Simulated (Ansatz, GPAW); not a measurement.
Given: the input of a run of GPAW 26.7.0 (ASE script) on Mg. This isn't the form of Mg at room conditions, which is hcp.

The input run.py:

```python
from ase.dft.bandgap import bandgap
from ase.io import read, write
from ase.units import Bohr, GPa
from gpaw import GPAW, PW
from gpaw.elf import elf_from_dft_calculation

atoms = read('POSCAR')

calc = GPAW(mode=PW(800),
            xc='LDA',
            kpts={'size': (11, 11, 11), 'gamma': True},
            occupations={'name': 'methfessel-paxton', 'order': 0, 'width': 0.02},
            nbands=12,
            convergence={'density': 1e-05, 'energy': 1e-05},
            maxiter=150,
            txt='gpaw.txt')
atoms.calc = calc
energy = atoms.get_potential_energy()
forces = atoms.get_forces()
stress = atoms.get_stress()
calc.write('gs.gpw')
write('result.traj', atoms)
print(f'Energy: {energy:.6f} eV')
print('Forces (eV/A):')
print(forces.round(4))
print('Stress (GPa):', (stress / GPa).round(3))
print('Fermi level:', round(calc.get_fermi_level(), 4), 'eV')
print(f'Gap: {bandgap(calc)[0]:.4f} eV, direct: {bandgap(calc, direct=True)[0]:.4f} eV')

# fields on the real-space grid
write('density.cube', atoms, data=calc.get_pseudo_density() * Bohr**3)
write('potential.cube', atoms, data=calc.get_electrostatic_potential())
write('elf.cube', atoms, data=elf_from_dft_calculation(calc).data)
```

The input POSCAR:

```
Mg
1.0
   -1.7727644967      1.7727644967      1.7727644967
    1.7727644967     -1.7727644967      1.7727644967
    1.7727644967      1.7727644967     -1.7727644967
Mg
1
Direct
    0.0000000000      0.0000000000      0.0000000000
```

Potentials or basis: the program's PAW data sets (release 1.2.1) made for this functional, pw.

Command:

```console
$ OMP_NUM_THREADS=1 python run.py
```

Translate it to Ansatz 0.2.0. Potentials or basis there: all-electron LAPW, scalar-relativistic.

As run (cutoffs and basis follow the program's own potentials, and thresholds, step limits or extra output files can differ):

The input input.yaml:

```yaml
crystal:
  lattice:
    - [-1.7727644967, 1.7727644967, 1.7727644967]
    - [1.7727644967, -1.7727644967, 1.7727644967]
    - [1.7727644967, 1.7727644967, -1.7727644967]
  atoms:
    - { symbol: Mg, position: [0.0, 0.0, 0.0] }
kpoints:
  mp_grid: { grid: [11, 11, 11] }
scf:
  occupations: { method: gaussian, width: 0.02 }
hamiltonian:
  xc: lda
  pseudopotentials: { kind: all_electron, lapw: { basis_error: 0.001 } }
output:
  forces: true
  stress: true
  eigenvalues: true
```

Potentials or basis: all-electron LAPW, scalar-relativistic.

Run with:

```console
$ ansatz run input.yaml --threads 1 --pin off --max-ram 3072MiB --backend cpu --events-out ev --progress --plain --runs-dir out
```

Both were run:

|  | GPAW | Ansatz |
| --- | --- | --- |
| Pressure | -1.3 GPa | -1.3 GPa |

Where Ansatz's input types no cutoff or centring, it takes its own default and a Γ-centred mesh.

The two programs' LDA may be different fits to the electron gas.

Pressure is positive in compression.
